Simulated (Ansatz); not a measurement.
The numbers come from plane-wave PAW DFT (Ansatz): PBE, no spin polarisation, 420 eV, 6×6×6 Γ-centred k points, fermi-dirac occupations (width 0.1 eV). Nothing was relaxed.

Computed maps in the lattice plane spanned by a (left to right, 6.35 Å, 19 points from zero) and b (bottom to top, 6.35 Å, 19 points from zero), 90° apart, at height 0.000 along c. The fields are smooth PAW ones with compensation charges, not the true ones near nuclei.

Valence density. Digits on a logarithmic scale: 0 up to 0.03 e/Å³, each further digit a factor of 1.6, 9 from 1.3 e/Å³ up:
```
9996421000000124699
9985432100001223589
7654433211012333456
4433443321123344444
2223444332233444332
1123344445544443321
0012334578875433210
0001234799997432100
0000125899998521100
0001125899998521000
0001234799997432100
0012334578875433210
1123344445544443321
2233444332233444322
4444443321123344334
7654333210112334456
9985322100001234589
9996421000000124699
9997421000000124799
```

The cell is SrAgSe₂. Which atoms lie within 0.2 Å of this plane, and where (fractions of a and b)?

Ag at (0.00, 0.00), Sr at (0.50, 0.50). The whole cell:
```
Ag Sr Se
1.0
     0.00000    6.35083    0.00000
     6.35083    0.00000    0.00000
     3.17542    3.17542   -5.78412
Ag Sr Se
2 2 4
Cartesian
  0.0000 0.0000 0.0000
  3.1754 6.3508 -2.8921
  3.1754 3.1754 0.0000
  6.3508 3.1754 -2.8921
  4.8901 4.7631 -4.3381
  1.5877 4.6361 -1.4460
  7.8115 7.9385 -4.3381
  4.7631 1.7147 -1.4460
```

Origin: a known structure type with other elements, at an estimated volume, so it need not be a known compound. Caveats: many states at the Fermi level without spin polarisation, so a magnetic state may lie lower; atoms or cell far from equilibrium.
